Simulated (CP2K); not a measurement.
Hf in CP2K: the effect of functional

Crystal: Hf.

```
Hf
1.0
     3.19670    0.00000    0.00000
    -1.59835    2.76842    0.00000
     0.00000    0.00000    5.05780
Hf
2
Direct
  0.66667 0.33333 0.75000
  0.33333 0.66667 0.25000
```

Alike in all runs:

```yaml
Program: CP2K 2026.2
Task: band structure
Potentials_or_basis: POTENTIAL_UZH Hf GTH-PBE-q12; TZVP-MOLOPT-PBE-GTH basis
Density_cutoff: 9184 eV
k_mesh: 10 × 10 × 5
Occupations: fermi-dirac, width 0.05 eV
Spin: no spin polarisation
```

```csv
functional,pressure (GPa)
LDA,-5.6
PBEsol,-2.9
AM05,-2.6
OLYP,?
rev-vdW-DF2,-1.1
SCAN,1.0
```

Question: What does the run with functional OLYP give?

Answer: Pressure -0.1 GPa.

Caveats: the potentials were made for another functional, which shifts forces and pressure; the basis of atomic orbitals isn't converged, which shifts pressures, moduli and gaps.

Runs at the PBE level aren't shown here.
